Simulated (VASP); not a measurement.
Here is a VASP 6.6.1 calculation.

Contents of INCAR:

```
PREC     = Accurate       # precision mode
ENCUT    = 350            # plane-wave cutoff, eV
EDIFF    = 1E-7           # SCF threshold, eV
ISMEAR   = 0              # smearing method
SIGMA    = 0.02           # smearing width, eV
LREAL    = F              # projectors in reciprocal space
LASPH    = T              # aspherical terms in the spheres
NELM     = 80             # most SCF steps
ALGO     = Normal         # electronic algorithm
ISIF     = 3              # what is computed and relaxed
LWAVE    = F              # write WAVECAR
LCHARG   = F              # write CHGCAR
GGA      = PE             # functional
IBRION   = 2              # ionic algorithm
NSW      = 80             # ionic steps
EDIFFG   = -0.002         # ionic threshold
PSTRESS  = 66.6
```

Contents of KPOINTS:

```
Automatic mesh
0
Gamma
  10 10 10
```

POSCAR

```
NaCl
1.0
    0.0000000000      2.8100000000      2.8100000000
    2.8100000000      0.0000000000      2.8100000000
    2.8100000000      2.8100000000      0.0000000000
Na Cl
1 1
Direct
    0.0000000000      0.0000000000      0.0000000000
    0.5000000000      0.5000000000      0.5000000000
```

Potentials or basis: VASP PAW PBE potentials, release 64 (Na_pv, Cl).

The run is started by

```console
$ cat potpaw_PBE.64/Na_pv/POTCAR potpaw_PBE.64/Cl/POTCAR > POTCAR
$ mpirun -np 1 vasp_std > vasp.out
```

(1) Estimate the relaxed cell.

(2) Predict the band gap on the k mesh.

Results:

(1) a = 3.784 Å, b = 3.784 Å, c = 3.784 Å, α = 60.00°, β = 60.00°, γ = 60.00°.

(2) 5.79 eV, direct.

Caveat: the cell is relaxed towards a set pressure, so the enthalpy falls and the energy may rise.
